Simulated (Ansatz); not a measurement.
An Ansatz input:

```yaml
crystal:
  lattice:
    - [-1.1539685227, 1.1539685227, 1.1539685227]
    - [1.1539685227, -1.1539685227, 1.1539685227]
    - [1.1539685227, 1.1539685227, -1.1539685227]
  atoms:
    - { symbol: B, position: [0.0, 0.0, 0.0] }
hamiltonian:
  xc: hse06
  pseudopotentials:
    kind: paw
    azcp:
      B: "pseudopotentials/B.paw.azcp"
basis:
  ecutwfc: 420
  fft_grid_basis: typed
kpoints:
  mp_grid: { grid: [10, 10, 10], shift: [0, 0, 0] }
magnetization:
  spin_polarized: false
scf:
  occupations: { method: fermi_dirac, width: 0.1 }
```

Terminal output

```
Engine: ansatz 0.2.0, aarch64-unknown-linux-gnu
Pseudopotentials: kind: paw
Pseudopotential: B, paw, valence charge 3, recommended cutoff 420 eV (normal) 
Functional definition: HSE06
  parameter a = 0.25
  parameter omega = 0.11/bohr
  exchange = pbe_x - a*pbe_x_sr(omega) + a*exact_x_sr(omega)
  correlation = pbe_c
Crystal: 1 atoms, lattice volume = 6.147 Å³
Basis set: ecut = 420 eV, 135 PW (Γ)
Bands: 6, of which v1, the nominal top of the filled ones, is band 2 counted from 1 (1 counted from 0)
Symmetry: 48 space group operations
Space group: Im-3m (ITA 229), of the structure as read, at distance tolerance 1.8e-5 Å
k-points: 47 of 1000
Non-local potential: B, projectors of the file, l = 0: 2, l = 1: 2, l = 2: 1
PAW form: soft (Blöchl's): semilocal exchange-correlation on the pseudo side does not see the compensation charge
PAW frozen core: B, regenerated for the run's functional, and the local potential with it (the file was generated under x = pbe(κ = 0.804, μ = 0.2195149727645171), c = pbe(β = 0.06672455060314922))
PAW one-centre angular grid: B, 110 points (default); XC on 64 Gauss nodes
Initial density: superposition of atomic densities (neutral atoms: chi_scale 0, normalization atom), corrected by the library's trained network
Initial wavefunctions: pseudopotential atomic-orbital guess
Functional: x = pbe(κ = 0.804, μ = 0.2195149727645171), c = pbe(β = 0.06672455060314922), warm-up for x = pbe(κ = 0.804, μ = 0.2195149727645171) + 0.25 (exact − pbe) at short range (hse, ω = 0.20786987370883472 Å⁻¹), c = pbe(β = 0.06672455060314922); HSE06 as pw.x's `hse` composes it (authors' and Libxc's form: `xc: wpbeh`)
SCF iter   1: F=—  HF=-154.195263 eV  |F-HF|=—  |Δ(HF+E_count)|=         —  Δρ=3.83e-3  dr2=4.55e-4  ethr=1.77e-3  ⟨swp⟩=5.0  Hψ=1191  notcnv=0
SCF iter   2: F=—  HF=-154.195235 eV  |F-HF|=—  |Δ(HF+E_count)|=   2.84e-5  Δρ=1.80e-3  dr2=9.65e-5  ethr=1.52e-5  ⟨swp⟩=2.0  Hψ=361  notcnv=0
iter 3 solved again at ethr=1.65e-9 eV; its pass at ethr=3.22e-6 eV (dr2=4.94e-8 eV) is discarded
SCF iter   3: F=—  HF=-154.195235 eV  |F-HF|=—  |Δ(HF+E_count)|=   1.52e-7  Δρ=5.91e-5  dr2=4.92e-8  ethr=1.65e-9  ⟨swp⟩=3.0  Hψ=790  notcnv=0
SCF iter   4: F=-154.195235 eV  HF=-154.195235 eV  |F-HF|=3.48e-10  |Δ(HF+E_count)|=   6.04e-8  Δρ=4.71e-6  dr2=3.59e-10  ethr=1.64e-9  ⟨swp⟩=2.0  Hψ=357  notcnv=0
SCF 1 converged in 4 iterations: F = -154.195235 eV  dr2 = 3.59e-10
Initial density: handed on by an earlier stage of this run
Initial wavefunctions: those handed on with the density
Functional: x = pbe(κ = 0.804, μ = 0.2195149727645171) + 0.25 (exact − pbe) at short range (hse, ω = 0.20786987370883472 Å⁻¹), c = pbe(β = 0.06672455060314922); HSE06 as pw.x's `hse` composes it (authors' and Libxc's form: `xc: wpbeh`)
Exchange kernel: α = 0.2500, screened, ω = 0.2079 Å⁻¹, Wigner–Seitz truncation, v(0) = 1044.6962 eV·Å³, q-mesh 10×10×10, nearest image of the exchange supercell L = 19.99 Å, pair-density grid 8×8×8, without the augmentation charges, whose exchange is taken in its separable form by FFT convolution over the k-point mesh (sized by the pseudopotential files, 12×12×12 at the most), smooth part of the exact exchange by density-matrix convolution
Frozen-core exchange: fock
iter 1 solved again at ethr=5.58e-5 eV; its pass at ethr=1.00e-1 eV (dr2=1.67e-3 eV) is discarded
SCF iter   1: F=—  HF=-154.119239 eV  |F-HF|=—  |Δ(HF+E_count)|=         —  Δρ=6.84e-3  dr2=1.90e-3  ethr=5.58e-5  ⟨swp⟩=2.9  Hψ=1215  notcnv=0
SCF iter   2: F=—  HF=-154.118356 eV  |F-HF|=—  |Δ(HF+E_count)|=   8.83e-4  Δρ=2.95e-3  dr2=3.54e-4  ethr=5.58e-5  ⟨swp⟩=2.0  Hψ=357  notcnv=0
SCF iter   3: F=—  HF=-154.118674 eV  |F-HF|=—  |Δ(HF+E_count)|=   3.18e-4  Δρ=4.22e-4  dr2=8.06e-6  ethr=1.07e-5  ⟨swp⟩=2.0  Hψ=357  notcnv=0
SCF iter   4: F=-154.118670 eV  HF=-154.118670 eV  |F-HF|=1.80e-9  |Δ(HF+E_count)|=   3.96e-6  Δρ=1.93e-5  dr2=6.94e-8  ethr=2.19e-7  ⟨swp⟩=2.0  Hψ=468  notcnv=0
SCF 2 converged in 4 iterations: F = -154.118670 eV  dr2 = 6.94e-8
hybrid outer 1: dexx = +5.656e-4 eV, tail = 5.20e-7 eV
Exchange kernel: α = 0.2500, screened, ω = 0.2079 Å⁻¹, Wigner–Seitz truncation, v(0) = 1044.6962 eV·Å³, q-mesh 10×10×10, nearest image of the exchange supercell L = 19.99 Å, pair-density grid 8×8×8, without the augmentation charges, whose exchange is taken in its separable form by FFT convolution over the k-point mesh (sized by the pseudopotential files, 12×12×12 at the most), smooth part of the exact exchange by density-matrix convolution
Frozen-core exchange: fock
SCF iter   1: F=—  HF=-154.118670 eV  |F-HF|=—  |Δ(HF+E_count)|=         —  Δρ=1.88e-5  dr2=8.68e-9  ethr=8.67e-8  ⟨swp⟩=4.1  Hψ=891  notcnv=0
SCF iter   2: F=-154.118670 eV  HF=-154.118670 eV  |F-HF|=2.21e-10  |Δ(HF+E_count)|=   1.19e-9  Δρ=8.64e-6  dr2=2.65e-9  ethr=2.44e-10  ⟨swp⟩=2.5  Hψ=386  notcnv=0
SCF 3 converged in 2 iterations: F = -154.118670 eV  dr2 = 2.65e-9
hybrid outer 2: dexx = +1.269e-8 eV, tail = 6.31e-9 eV, Δε = 1.44e-3 eV (about 1.42e-4 eV left of the loop's levels)
hybrid SCF converged: 2 outer / 6 inner (+4 warm-up), last move |dexx| = 1.27e-8 eV, tail = 6.31e-9 eV
Stability not checked: this state was not tested for a lower state beside it, because the functional holds exact exchange (a hybrid, or Hartree-Fock), whose exchange loop this test does not read (fock_operator; see scf.lower_state_search)
Free energy (F): -154.118670 eV
Frozen-core exchange: fock
Harris-Foulkes:  -154.118670 eV  (|F-HF|=2.21e-10)
Internal energy: -154.108045 eV  (E = F + TS)
E sigma→0 (E₀):  -154.113357 eV
Entropy (-TS):   -0.010625 eV (-10.625 meV/atom)
Fermi energy:    13.481077 eV
--- Per-component energies (eV) ---
  E_band       = 15.248357
  E_kinetic    = 47.151947
  E_local      = -0.335862  (includes V_loc(G=0)·N_el)
  E_nonlocal   = 11.437018
  E_hartree    = 0.179708
  E_xc         = -26.435066
  E_vxc        = -31.076450  (∫ρ·V_xc dr)
  E_exx        = -4.981812  (= α·E_x^exact, valence–valence)
  E_paw        = -78.935097  (= ΣΔE_a)
  E_vpaw       = -2.324125  (= ΣTr[D̂ρ^β])
  E_aug_tail   = -0.000002  (compensation charges beyond the density's cutoff)
  E_ewald      = -102.176323
  E_core_change = -0.012557  (= ΣΔE_core)
  E_smearing   = -0.010625  (= −TS)
  E_closure    = 0.000000  (closes the sum)
  Σ components = -154.118670   (vs F -154.118670, Δ=0.00e0)
--- Band table (eV; the first three rows and the last of 47) ---
  k-point 0: bands = ["-7.1353", "30.9803", "30.9803", "30.9803"]
  k-point 1: bands = ["-6.6370", "29.3551", "29.8778", "30.6818"]
  k-point 2: bands = ["-5.1421", "24.6713", "27.6465", "29.8783"]
  k-point 46: bands = ["14.3961", "14.3961", "14.3961", "24.5168"]
  guard bands above this table: 2 of the run's 6 bands. The solve was not asked for them (output.publish_guard_bands: true or output.eigenvalues: true publishes all)
```

Command:

```sh
ansatz run input.yaml --threads 4 --pin off --max-ram 8192MiB --backend cpu --events-out ev --progress --plain --runs-dir out
```

On 4 threads of Arm Neoverse V2 (shared host) this took about 1.2 s of wall time and 3.1 s of CPU time, with 0.47 GiB at the peak.
